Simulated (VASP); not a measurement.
Input of a VASP 6.6.1 run:

The input INCAR:

```
SYSTEM = Li
ALGO = Normal ; EDIFF = 1E-7
ENCUT = 520 ; GGA = PE
ISIF = 2 ; ISMEAR = 0
LASPH = .True. ; LCHARG = .True.
LELF = .True. ; LREAL = .False.
LVHAR = .True. ; LWAVE = .False.
NBANDS = 8 ; NELM = 80
PREC = Accurate ; SIGMA = 0.1
```

The input KPOINTS:

```
k-points
0
Gamma
  15 15 15
  0 0 0
```

The input POSCAR:

```
Li
1.0
   -1.7664150000      1.6964150000      1.6964150000
    1.6964150000     -1.7664150000      1.6964150000
    1.6964150000      1.6964150000     -1.7664150000
Li
1
Direct
    0.0000000000      0.0000000000      0.0000000000
```

Potentials or basis: VASP PAW PBE potentials, release 64 (Li_sv).

Launch:

```sh
$ cat potpaw_PBE.64/Li_sv/POTCAR > POTCAR
$ mpirun -np 1 vasp_std > vasp.out
```

Problem. Predict the band gap on the k mesh.

Solution. None (metal or under the smearing width).
